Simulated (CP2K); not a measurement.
The system is CoO.

```
Co O
1.0
     3.16379    0.00000    0.00000
     1.54099    2.76314    0.00000
     1.54099    0.90503    2.61072
Co O
1 1
Direct
  0.99898 0.99898 0.99898
  0.75102 0.75102 0.75102
```

Measurements of this composition are mostly on another form, of space group No. 225.

Program: CP2K 2026.2. Alike in all runs: task band structure; spin collinear, ferromagnetic start; cell as given; k mesh 10 × 10 × 10.

Problem. Order these runs on this cell by their pressure, lowest first.
A. level PBEsol; potentials or basis POTENTIAL_UZH Co GTH-PBE-q17, O GTH-PBE-q6; TZVP-MOLOPT-PBE-GTH basis; smearing fermi-dirac 0.05 eV; EPS_DEFAULT 1.0E-10; NGRIDS 4; points a segment of the path (NPOINTS) 10; bands added on the path 6; CUTOFF of the grids 850 Ry
B. level PBE; potentials or basis POTENTIAL_UZH Co GTH-PBE-q17, O GTH-PBE-q6; TZVP-MOLOPT-PBE-GTH basis; smearing fermi-dirac 0.0259 eV; EPS_DEFAULT 1.0E-9; NGRIDS 4; points a segment of the path (NPOINTS) 6; bands added on the path 6; CUTOFF of the grids 850 Ry
C. level LDA; potentials or basis GTH_POTENTIALS Co GTH-PADE-q17, O GTH-PADE-q6; TZVP-MOLOPT-PBE-GTH basis; smearing fermi-dirac 0.05 eV; EPS_DEFAULT 1.0E-10; NGRIDS 5; points a segment of the path (NPOINTS) 8; bands added on the path 6; CUTOFF of the grids 850 Ry
D. level r2SCAN; potentials or basis POTENTIAL_UZH Co GTH-SCAN-q17, O GTH-SCAN-q6; TZVP-MOLOPT-SCAN-GTH basis; smearing fermi-dirac 0.0259 eV; EPS_DEFAULT 1.0E-9; NGRIDS 4; points a segment of the path (NPOINTS) 6; bands added on the path 4; CUTOFF of the grids 1250 Ry

Solution. C (-13.1 GPa), A (-4.9 GPa), B (3.1 GPa), D (5.8 GPa).

Caveats: the basis of atomic orbitals isn't converged, which shifts pressures, moduli and gaps; the total moment is fixed, so each spin has its own Fermi level; a cell with one magnetic atom can't hold antiferromagnetic order, which such compounds often take; the potentials were made for another functional, which shifts forces and pressure (some runs).
